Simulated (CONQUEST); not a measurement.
# Zn (Im-3m) in CONQUEST: single point with PBE

Aim: the single point of Zn with PBE.

Everything below comes from runs of CONQUEST 1.3. Logs are shortened: lines on timing, memory, paths and dates and some standing lists are left out, and cuts for length are marked.

### Step 1. The undisturbed crystal

Symmetry: Im-3m, No. 229, cubic system. The conventional cell has a = 3.138 Å, b = 3.138 Å, c = 3.138 Å, α = 90.00°, β = 90.00°, γ = 90.00°. Zn (site symmetry m-3m) has 8 Zn at 2.72 Å as nearest neighbours.

This isn't the form of Zn at room conditions, which is hcp.

### Step 2. Single point, PBE (atoms of the box moved at random, drawn with an rms of 0.05 Å)

Conquest_input reads:

```
IO.Title Zn
IO.Coordinates coords.dat
IO.FractionalAtomicCoords T
IO.Iprint 2
IO.Iprint_init 1
General.NumberOfSpecies 1
General.PseudopotentialType hamann
AtomMove.TypeOfRun static
AtomMove.FullStress T
Grid.GridCutoff 120
DM.SolutionMethod diagon
Diag.MPMesh T
Diag.GammaCentred T
Diag.MPMeshX 9
Diag.MPMeshY 9
Diag.MPMeshZ 9
Diag.kT 0.00183747
minE.SCTolerance 1e-6
SC.MaxIters 100
IO.AtomChargeOutput T
%block ChemicalSpeciesLabel
1 65.390 Zn
%endblock
```

coords.dat reads:

```
    5.9301004188     0.0000000000     0.0000000000
    0.0000000000     5.9301004188     0.0000000000
    0.0000000000     0.0000000000     5.9301004188
2
  0.0061790000  -0.0210780000   0.0114720000 1 T T T
  0.5066930000   0.4955920000   0.4886820000 1 T T T
```

Potentials or basis: PseudoDojo NC PBE, DZP, grid cutoff 120 Ha.

Command:

```console
$ Conquest
```

Standard output:

```text
Simulation cell dimensions:     5.9301 a0 x     5.9301 a0 x     5.9301 a0

      Atomic coordinates (a0)
         Atom         X         Y         Z  Species
            1    0.0366    5.8051    0.0680        1
            2    3.0047    2.9389    2.8979        1

         Monkhorst-Pack mesh:   9 x   9 x   9 gamma-centred
        This calculation includes non-local pseudopotentials,
         with a maximum core radius of      6.25288158

    Job title: Zn
    Job to be run: static calculation

[... 5 lines left out ...]
      Using Fermi-Dirac smearing

    Integration grid size:     32 x   32 x   32

    Integration grid spacing:  0.185 a0 x 0.185 a0 x 0.185 a0

    Number of species:  1
    --------------------------------------------------------
    |   #  mass (au)  Charge (e)  SF Rad (a0)  NSF  Label  |
    --------------------------------------------------------
    |   1     65.390      20.000        6.486   19  Zn     |
    --------------------------------------------------------
          SCF tolerance:                 0.00000100
          SCF iterations:               100

    The functional used will be GGA PBE96

           radial cut-off to be used is taken to be max PAO cut-off radius for this species:    6.252882

           greatest ang. mom. for making density from PAOs:  2
    Minimum blocs/proc is      512. Maximum blocs/proc is      512
    set_atom_dens: In set_atomic_density, electrons :      40.000000000000
 matrix_size & matrix_size_padH =           38          38

    Screened ion int: energy:    -360.583212325413 Ha

    new_SC_potl: Starting.  Tolerance:  0.10000E-05

    PulayMixSC: Starting Pulay mixing, A_up =  0.500 A_dn =  0.500
    PulayMixSC: Spin non-polarised calculation.
          Harris-Foulkes Energy            :      -418.066066347126139 Ha
          GroundState Energy (E-(1/2)TS)   :      -418.066139745877194 Ha
          Free Energy (E-TS)               :      -418.066213144628193 Ha
          DFT Total Energy                 :      -418.044414856393018 Ha
          Total number of electrons        :        40.000000000000014
    PulayMixSC: Pulay iteration     1 residual:              0.19101E-02
          Harris-Foulkes Energy            :      -418.055095096500509 Ha
          GroundState Energy (E-(1/2)TS)   :      -418.055192484608369 Ha
          Free Energy (E-TS)               :      -418.055289872716173 Ha
          DFT Total Energy                 :      -418.055127325027684 Ha
          Total number of electrons        :        40.000012746752539
    PulayMixSC: Pulay iteration     2 residual:              0.47346E-03
          Harris-Foulkes Energy            :      -418.055130010890934 Ha
          GroundState Energy (E-(1/2)TS)   :      -418.055228038380960 Ha
          Free Energy (E-TS)               :      -418.055326065870986 Ha
          DFT Total Energy                 :      -418.055146486035142 Ha
          Total number of electrons        :        40.000018901938972
    PulayMixSC: Pulay iteration     3 residual:              0.25331E-03
          Harris-Foulkes Energy            :      -418.055147911893528 Ha
          GroundState Energy (E-(1/2)TS)   :      -418.055245695386532 Ha
          Free Energy (E-TS)               :      -418.055343478879479 Ha
          DFT Total Energy                 :      -418.055147817344846 Ha
          Total number of electrons        :        40.000024103193432
    PulayMixSC: Pulay iteration     4 residual:              0.52504E-05
          Harris-Foulkes Energy            :      -418.055148097597794 Ha
          GroundState Energy (E-(1/2)TS)   :      -418.055245786123862 Ha
          Free Energy (E-TS)               :      -418.055343474649931 Ha
          DFT Total Energy                 :      -418.055148079191156 Ha
          Total number of electrons        :        40.000024244143312
    PulayMixSC: Pulay iteration     5 residual:              0.20167E-05
          Harris-Foulkes Energy            :      -418.055148063729405 Ha
          GroundState Energy (E-(1/2)TS)   :      -418.055245785796842 Ha
          Free Energy (E-TS)               :      -418.055343507864222 Ha
          DFT Total Energy                 :      -418.055148061920079 Ha
          Total number of electrons        :        40.000024581313269
    PulayMixSC: Pulay iteration     6 residual:              0.57069E-06
    PulayMixSC: Reached SCF tolerance of  0.57069E-06 after      6 iterations
      | Number of electrons      =        40.000025
      |* band energy as 2Tr[K.H] =       -65.230132258027368 Ha
      |  screened ion-ion energy =      -360.583212325413456 Ha
      |  Ha correction           =         2.064764361567823 Ha
      |  XC correction           =         5.693440661632133 Ha
      | GS Energy as E-(1/2)TS   =      -418.055245785796842 Ha
      | Free Energy as E-TS      =      -418.055343507864222 Ha
      |* Harris-Foulkes energy   =      -418.055148063729405 Ha
      |* DFT total energy        =      -418.055148061920079 Ha
      |  estimated accuracy      =        -0.000000001809326 Ha

    force: Forces on atoms (Ha/a0)
    force:  Atom   X              Y              Z
    force:     1  -0.0010707644   0.0019107817  -0.0048403552
    force:     2  -0.0013708093  -0.0019290833   0.0049395660

    force: Maximum force :        0.00493957(Ha/a0) on atom         2 in z direction
    force: Force Residual:        0.00539567 Ha/a0
    force: Total stress:         -3.70349998    -0.01822950     0.07592732 GPa
                            -0.01822950    -3.32315877     0.21972715
                             0.07592732     0.21972715    -2.58866269
    force: Average pressure:      3.20510715 GPa

    force: Finished force
    get_E_and_F: Change in energy during last step of electronic optimisation:  0.33868E-07

    BIBLIOGRAPHY: Please consider citing the following references in the conquest.bib file

    CONQUEST:         Bowler2002pt, Miyazaki2004, Nakata2020
    Basis:            Bowler2019
    DM:               Bowler:2006xr
    Pseudopotentials: Hamann2013, Bowler2019
    XC functional:    Perdew1996
```

Wall time 33 s (1 thread of AMD EPYC 9R45 (Zen 5), shared host); peak memory 0.31 GiB.

Results:

```
Pressure               : 3.2 GPa
Band gap on the k mesh : none (metal or under the smearing width)
```

Caveat: the basis of atomic orbitals isn't converged, which shifts pressures, moduli and gaps.
